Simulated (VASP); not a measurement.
# CdSe (F-43m) in VASP: settings compared

One crystal, CdSe, is run at these levels: PBE, PW91+D3(BJ), SCAN+rVV10; tasks: single point, relaxation of cell and atoms, atomic charges.

All numbers are computed with VASP 6.6.1; they aren't measurements. Logs are shortened: lines on timing, memory, paths and dates and some standing lists are left out, and cuts for length are marked.

### 1 The structure

It takes space group F-43m (No. 216, cubic). Conventional cell: a = 6.141 Å, b = 6.141 Å, c = 6.141 Å, α = 90.00°, β = 90.00°, γ = 90.00°. Around Cd (site symmetry -43m) lie 4 Se at 2.66 Å. Around Se (site symmetry -43m) lie 4 Cd at 2.66 Å.

Measurements of this composition are mostly on another form, of space group No. 186.

### 2 Single point, PBE

Contents of run.py:

```python
from ase.calculators.vasp import Vasp
from ase.dft.bandgap import bandgap
from ase.io import read

atoms = read('CdSe.cif')
calc = Vasp(
    directory='calc',
    xc='pbe',
    pp='PBE',
    setups='materialsproject',
    prec='Accurate',
    encut=520,
    ediff=1e-07,
    ismear=0,
    sigma=0.1,
    lreal=False,
    lasph=True,
    nelm=100,
    algo='Fast',
    isif=2,
    lwave=False,
    lcharg=True,
    lelf=True,
    lvhar=True,
    kpts=[8, 8, 8],
    gamma=True,
    nbands=16,
)
atoms.calc = calc

print('energy (eV):', atoms.get_potential_energy())
print('free energy (eV):', atoms.get_potential_energy(force_consistent=True))
print('forces (eV/A):')
print(atoms.get_forces())
print('stress (eV/A^3, Voigt):', atoms.get_stress())
print('Fermi level (eV):', calc.get_fermi_level())
gap, top, bottom = bandgap(calc)
print('band gap (eV):', gap, 'from (spin, k, band)', top, 'to', bottom)
```

Contents of CdSe.cif:

```cif
data_CdSe
_cell_length_a 4.34201917
_cell_length_b 4.34201917
_cell_length_c 4.34201917
_cell_angle_alpha 60.00000000
_cell_angle_beta 60.00000000
_cell_angle_gamma 60.00000000
_space_group_name_H-M_alt 'P1'
_space_group_name_Hall 'P 1'
_space_group_IT_number 1
loop_
_space_group_symop_operation_xyz
'x,y,z'
loop_
_atom_site_label
_atom_site_type_symbol
_atom_site_symmetry_multiplicity
_atom_site_Wyckoff_symbol
_atom_site_fract_x
_atom_site_fract_y
_atom_site_fract_z
_atom_site_occupancy
Cd1 Cd 1 a 0.0000000000 0.0000000000 0.0000000000 1
Se1 Se 1 a 0.2500000000 0.2500000000 0.2500000000 1
```

Potentials or basis: VASP PAW PBE potentials, release 64 (Cd, Se).

Launch:

```bash
$ python run.py
```

The log of the run:

```text
energy (eV): -5.49046527
free energy (eV): -5.49046537
forces (eV/A):
[[-0. -0.  0.]
 [ 0.  0. -0.]]
stress (eV/A^3, Voigt): [-0.00976189 -0.00976189 -0.00976189 -0.         -0.          0.        ]
Fermi level (eV): 1.0034458
band gap (eV): 0.5498 from (spin, k, band) (0, np.int64(0), np.int64(8)) to (0, np.int64(0), np.int64(9))
```

OUTCAR:

```text
ENCUT = 520.000000
   EDIFF = 1.00e-07
   GGA = PE
   PREC = Accurate
   ISIF = 2
   ISMEAR = 0
   NELM = 100
   LASPH = .TRUE.
   LREAL = .FALSE.

 ion  position               nearest neighbor table
   1  0.000  0.000  0.000-   2 2.66   2 2.66   2 2.66   2 2.66
   2  0.250  0.250  0.250-   1 2.66   1 2.66   1 2.66   1 2.66

  LATTYP: Found a face centered cubic cell.
 ALAT       =     6.1405423983

  Lattice vectors:

 A1 = (   4.3420191700,   0.0000000000,   0.0000000000)
 A2 = (   2.1710095850,   3.7602989049,   0.0000000000)
 A3 = (   2.1710095850,   1.2534329683,   3.5452438066)

Analysis of symmetry for initial positions (statically):
=====================================================================
 Subroutine PRICEL returns:
 Original cell was already a primitive cell.

 Routine SETGRP: Setting up the symmetry group for a
 face centered cubic supercell.

 Subroutine GETGRP returns: Found 24 space group operations
 (whereof 24 operations were pure point group operations)
 out of a pool of 48 trial point group operations.

The static configuration has the point symmetry T_d .

Analysis of symmetry for dynamics (positions and initial velocities):
=====================================================================
 Subroutine PRICEL returns:
 Original cell was already a primitive cell.

 Routine SETGRP: Setting up the symmetry group for a
 face centered cubic supercell.

 Subroutine GETGRP returns: Found 24 space group operations
 (whereof 24 operations were pure point group operations)
 out of a pool of 48 trial point group operations.

The dynamic configuration has the point symmetry T_d .

 Subroutine INISYM returns: Found 24 space group operations
 (whereof 24 operations are pure point group operations),
 and found     1 'primitive' translations

[... 118 lines left out ...]
   LORBIT       =      0    0 simple, 1 ext, 2 COOP (PROOUT), +10 PAW based schemes
   GGA     = PE    functional components
   LHFCALC =     F    Hartree Fock is set to
   AEXX    =    0.0000 exact exchange contribution
   IVDW    =     0    specifies the selected vdW correction
   LEPSILON=     F    determine dielectric tensor
   LRPA    =     F    only Hartree local field effects (RPA)
 non-spin polarized calculation
 RMM-DIIS sequential band-by-band and
 Gauss-broadening in eV      SIGMA  =   0.10
  energy-cutoff  :      520.00
  volume of cell :       57.88
 maximum number of plane-waves:      1588
   NGX = 17   NGY = 17   NGZ = 17

 number of electron      18.0000008 magnetization

 Free energy of the ion-electron system (eV)
  ---------------------------------------------------
  ext. energy  EPLUGINS =         0.00000000
  ---------------------------------------------------
  free energy    TOTEN  =        -5.49046537 eV

  energy without entropy =       -5.49046517  energy(sigma->0) =       -5.49046527

 E-fermi :   1.0034     XC(G=0):  -8.7559

 val. band max:        0.7191499313   @ k =   0.0000   0.0000   0.0000
 cond. band min:       1.2688530246   @ k =   0.0000   0.0000   0.0000
 fundamental gap:      0.5497030933
 Fermi energy:         1.0034457994

 k-point     1 :       0.0000    0.0000    0.0000
  band No.  band energies     occupation
      1     -11.7179      2.00000
      2      -7.1231      2.00000
      3      -7.1231      2.00000
      4      -7.1231      2.00000
      5      -6.7786      2.00000
      6      -6.7786      2.00000
[... 433 lines left out ...]
      3      -6.9801      2.00000
      4      -6.7958      2.00000
      5      -6.7633      2.00000
      6      -6.4244      2.00000
[... 8 lines left out ...]
     15      12.3178      0.00000
     16      13.2633      0.00000

 [... further k-points ...]
[... 5 lines left out ...]
  --------------------------------------------------------------------------------------
  -------------------------------------------------------------------------------------
  Total        0.5650593      0.5650593      0.5650593      0.0000000      0.0000000      0.0000000
  in kB       15.6402747     15.6402747     15.6402747      0.0000000      0.0000000      0.0000000
  external PRESSURE =      15.6402747 kB  Pullay stress =       0.0000000 kB

 VOLUME and BASIS-vectors are now :
 -----------------------------------------------------------------------------
  energy-cutoff  :      520.00
  volume of cell :       57.88
      direct lattice vectors                 reciprocal lattice vectors
     4.342019170  0.000000000  0.000000000     0.230307597 -0.132968153 -0.094022683
     2.171009585  3.760298905  0.000000000     0.000000000  0.265936306 -0.094022683
     2.171009585  1.253432968  3.545243807     0.000000000  0.000000000  0.282068048

 POSITION                                       TOTAL-FORCE (eV/Angst)
 -----------------------------------------------------------------------------------
      0.00000      0.00000      0.00000        -0.000000     -0.000000      0.000000
      2.17101      1.25343      0.88631         0.000000      0.000000     -0.000000
 -----------------------------------------------------------------------------------
    total drift:                               -0.000001     -0.000000     -0.000000

  FREE ENERGIE OF THE ION-ELECTRON SYSTEM (eV)
  ---------------------------------------------------
  free  energy   TOTEN  =        -5.4904653706 eV

  energy  without entropy=       -5.4904651721  energy(sigma->0) =       -5.49046527
```

INCAR:

```text
ENCUT = 520.000000
SIGMA = 0.100000
EDIFF = 1.00e-07
ALGO = Fast
GGA = PE
PREC = Accurate
ISIF = 2
ISMEAR = 0
NBANDS = 16
NELM = 100
LASPH = .TRUE.
LCHARG = .TRUE.
LELF = .TRUE.
LVHAR = .TRUE.
LWAVE = .FALSE.
LREAL = .FALSE.
```

Run time: 20 s. Hardware: 1 thread of AMD EPYC 9R14 (Zen 4), shared host; peak memory 0.16 GiB.

Results:

```
Free energy            : -5.4905 eV
Pressure               : 1.6 GPa
Band gap on the k mesh : 0.55 eV, direct
```

Levels at points of the mesh, in eV from the valence-band top:
```csv
k point,band 5,band 6,band 7,band 8,band 9,band 10,band 11,band 12,band 13,band 14
"(0.00, 0.00, 0.00)",-7.50,-7.50,0.00,0.00,0.00,0.55,5.93,5.93,5.93,9.67
"(0.50, 0.00, 0.00)",-7.48,-7.22,-4.22,-0.71,-0.71,2.36,6.44,6.44,7.34,9.97
"(0.50, 0.50, 0.00)",-7.44,-7.16,-3.95,-1.76,-1.76,3.19,3.73,8.98,10.05,10.05
```

### 3 Relaxation of cell and atoms, PW91+D3(BJ)

Contents of run.py:

```python
from ase.calculators.vasp import Vasp
from ase.filters import UnitCellFilter
from ase.io import read
from ase.optimize import LBFGS

atoms = read('CdSe.cif', primitive_cell=True, subtrans_included=False)
calc = Vasp(
    directory='calc',
    pp='PBE',
    setups={'base': 'minimal', 'Cd': '_GW', 'Se': '_GW'},
    prec='Accurate',
    encut=630,
    ediff=1e-06,
    ismear=-1,
    sigma=0.05,
    lreal=False,
    lasph=True,
    nelm=80,
    algo='Normal',
    isif=2,
    lwave=False,
    lcharg=False,
    gga='91',
    ivdw=12,
    vdw_s6=1.0,
    vdw_s8=1.9598,
    vdw_a1=0.6319,
    vdw_a2=4.5718,
    kpts=[8, 8, 8],
    gamma=True,
)
atoms.calc = calc
opt = LBFGS(UnitCellFilter(atoms), trajectory='relax.traj')
converged = opt.run(fmax=0.01, steps=40)
print('converged:', converged)

print('energy (eV):', atoms.get_potential_energy())
print('free energy (eV):', atoms.get_potential_energy(force_consistent=True))
print('forces (eV/A):')
print(atoms.get_forces())
print('stress (eV/A^3, Voigt):', atoms.get_stress())
print('Fermi level (eV):', calc.get_fermi_level())
print('cell (A, degrees):', atoms.cell.cellpar())
print('volume (A^3):', atoms.get_volume())
print('scaled positions:')
print(atoms.get_scaled_positions())
```

Contents of CdSe.cif:

```cif
data_CdSe
_cell_length_a 6.14054240
_cell_length_b 6.14054240
_cell_length_c 6.14054240
_cell_angle_alpha 90.00000000
_cell_angle_beta 90.00000000
_cell_angle_gamma 90.00000000
_space_group_name_H-M_alt 'F-43m'
_space_group_name_Hall 'F -4 2 3'
_space_group_IT_number 216
loop_
_space_group_symop_operation_xyz
'x,y,z'
'y,-x,-z'
'-x,-y,z'
'-y,x,-z'
'x,-y,-z'
'y,x,z'
'-x,y,-z'
'-y,-x,z'
'z,x,y'
'-z,y,-x'
'z,-x,-y'
'-z,-y,x'
'-z,x,-y'
'z,y,x'
'-z,-x,y'
'z,-y,-x'
'y,z,x'
'-x,-z,y'
'-y,z,-x'
'x,-z,-y'
'-y,-z,x'
'x,z,y'
'y,-z,-x'
'-x,z,-y'
'x,y+1/2,z+1/2'
'y,-x+1/2,-z+1/2'
'-x,-y+1/2,z+1/2'
'-y,x+1/2,-z+1/2'
'x,-y+1/2,-z+1/2'
'y,x+1/2,z+1/2'
'-x,y+1/2,-z+1/2'
'-y,-x+1/2,z+1/2'
'z,x+1/2,y+1/2'
'-z,y+1/2,-x+1/2'
'z,-x+1/2,-y+1/2'
'-z,-y+1/2,x+1/2'
'-z,x+1/2,-y+1/2'
'z,y+1/2,x+1/2'
'-z,-x+1/2,y+1/2'
'z,-y+1/2,-x+1/2'
'y,z+1/2,x+1/2'
'-x,-z+1/2,y+1/2'
'-y,z+1/2,-x+1/2'
'x,-z+1/2,-y+1/2'
'-y,-z+1/2,x+1/2'
'x,z+1/2,y+1/2'
'y,-z+1/2,-x+1/2'
'-x,z+1/2,-y+1/2'
'x+1/2,y,z+1/2'
'y+1/2,-x,-z+1/2'
'-x+1/2,-y,z+1/2'
'-y+1/2,x,-z+1/2'
'x+1/2,-y,-z+1/2'
'y+1/2,x,z+1/2'
'-x+1/2,y,-z+1/2'
'-y+1/2,-x,z+1/2'
'z+1/2,x,y+1/2'
'-z+1/2,y,-x+1/2'
'z+1/2,-x,-y+1/2'
'-z+1/2,-y,x+1/2'
'-z+1/2,x,-y+1/2'
'z+1/2,y,x+1/2'
'-z+1/2,-x,y+1/2'
'z+1/2,-y,-x+1/2'
'y+1/2,z,x+1/2'
'-x+1/2,-z,y+1/2'
'-y+1/2,z,-x+1/2'
'x+1/2,-z,-y+1/2'
'-y+1/2,-z,x+1/2'
'x+1/2,z,y+1/2'
'y+1/2,-z,-x+1/2'
'-x+1/2,z,-y+1/2'
'x+1/2,y+1/2,z'
'y+1/2,-x+1/2,-z'
'-x+1/2,-y+1/2,z'
'-y+1/2,x+1/2,-z'
'x+1/2,-y+1/2,-z'
'y+1/2,x+1/2,z'
'-x+1/2,y+1/2,-z'
'-y+1/2,-x+1/2,z'
'z+1/2,x+1/2,y'
'-z+1/2,y+1/2,-x'
'z+1/2,-x+1/2,-y'
'-z+1/2,-y+1/2,x'
'-z+1/2,x+1/2,-y'
'z+1/2,y+1/2,x'
'-z+1/2,-x+1/2,y'
'z+1/2,-y+1/2,-x'
'y+1/2,z+1/2,x'
'-x+1/2,-z+1/2,y'
'-y+1/2,z+1/2,-x'
'x+1/2,-z+1/2,-y'
'-y+1/2,-z+1/2,x'
'x+1/2,z+1/2,y'
'y+1/2,-z+1/2,-x'
'-x+1/2,z+1/2,-y'
loop_
_atom_site_label
_atom_site_type_symbol
_atom_site_symmetry_multiplicity
_atom_site_Wyckoff_symbol
_atom_site_fract_x
_atom_site_fract_y
_atom_site_fract_z
_atom_site_occupancy
Cd1 Cd 4 a 0.0000000000 0.0000000000 0.0000000000 1
Se1 Se 4 d 0.2500000000 0.2500000000 0.7500000000 1
```

Potentials or basis: VASP PAW PBE potentials, release 64 (Cd_GW, Se_GW).

Launch:

```bash
$ python run.py
```

Wall time 54 s (1 thread of AMD EPYC 9R14 (Zen 4), shared host); peak memory 0.21 GiB.

It converged, with:

| Item | Value |
| --- | --- |
| Free energy | -6.0119 eV |
| Relaxed volume | 28.94 Å³/atom |
| Relaxed cell | a = 4.342 Å, b = 4.342 Å, c = 4.342 Å, α = 60.00°, β = 60.00°, γ = 60.00° |
| Space group after relaxing (to 0.05 Å) | F-43m (No. 216) |
| Energy gained by relaxing | 0.0 meV/atom |
| Ionic steps | 2 |
| Pressure after relaxing | 0.0 GPa |
| Band gap on the k mesh | 0.53 eV, direct |
| Dispersion energy per atom | -0.217 eV |

Final structure:
```
Cd Se
1.0
     0.00000    3.07004    3.07004
     3.07004    0.00000    3.07004
     3.07004    3.07004    0.00000
Cd Se
1 1
Direct
  0.00000 0.00000 0.00000
  0.75000 0.75000 0.75000
```

Levels at points of the mesh, in eV from the valence-band top:
| k point | band 5 | band 6 | band 7 | band 8 | band 9 | band 10 | band 11 | band 12 | band 13 |
| --- | --- | --- | --- | --- | --- | --- | --- | --- | --- |
| (0.00, 0.00, 0.00) | -7.51 | -7.51 | 0.00 | 0.00 | 0.00 | 0.53 | 5.92 | 5.92 | 5.92 |
| (0.50, 0.00, 0.00) | -7.49 | -7.24 | -4.23 | -0.71 | -0.71 | 2.34 | 6.43 | 6.43 | 7.30 |
| (0.50, 0.50, 0.00) | -7.46 | -7.17 | -3.95 | -1.76 | -1.76 | 3.18 | 3.73 | 8.94 | 10.02 |

Caveat: the PAW data sets were made with another functional, which shifts forces and pressure a little. PW91 gaps usually lie below the measured ones, often by a third to a half.

(Continued in part 2 of 2.)
